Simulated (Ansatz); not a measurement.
**Sb: band structure with r2SCAN**

The system is Sb.

```
Sb
1.0
     3.35453    0.00000    0.00000
    -1.67727    2.90511    0.00000
     0.00000    0.00000    5.47016
Sb
2
Direct
  0.66667 0.33333 0.75000
  0.33333 0.66667 0.25000
```

This isn't the form of Sb at room conditions, which is rhombohedral.

- Program: Ansatz 0.2.0
- Task: band structure
- Functional: r2SCAN
- Potentials or basis: Ansatz PAW
- Cutoff: 500 eV (not typed: the program's choice for these potentials)
- k mesh: 9 × 9 × 5
- Occupations: fermi-dirac, width 0.05 eV
- Spin: no spin polarisation
- Path: [["G", "M", "K", "G", "A", "L", "H", "A"], ["L", "M"], ["K", "H"]]
- Points for each segment of the path: 14

| Property | Result |
| --- | --- |
| Pressure | 0.7 GPa |
| Band gap on the k mesh | none (metal or under the smearing width) |

Levels at the corners of the path, in eV from the Fermi level:
```
point  band 13  band 14  band 15  band 16  band 17  band 18
    Γ    -6.13     3.87     3.87     5.66     5.66     5.92
    M    -4.43    -3.20    -2.40    -0.03     0.44     3.96
    K    -4.65    -2.19    -2.19    -1.11    -0.78    -0.78
    Γ    -6.13     3.87     3.87     5.66     5.66     5.92
    A    -0.71    -0.71     4.75     4.75     4.75     4.75
    L    -5.61    -5.61     1.77     1.77     1.99     1.99
    H    -4.51    -4.51    -3.36    -3.36     3.29     3.29
    A    -0.71    -0.71     4.75     4.75     4.75     4.75
    L    -5.61    -5.61     1.77     1.77     1.99     1.99
    M    -4.43    -3.20    -2.40    -0.03     0.44     3.96
    K    -4.65    -2.19    -2.19    -1.11    -0.78    -0.78
    H    -4.51    -4.51    -3.36    -3.36     3.29     3.29
```

It took 6 s on 2 threads of Arm Neoverse V2, on a shared host, peak memory 0.44 GiB.

Caveat: spin-orbit coupling is left out, which moves the levels of the heavy elements; the PAW data sets come from PBE, with cores solved anew for the run's functional, which leaves a small shift of forces and pressure.
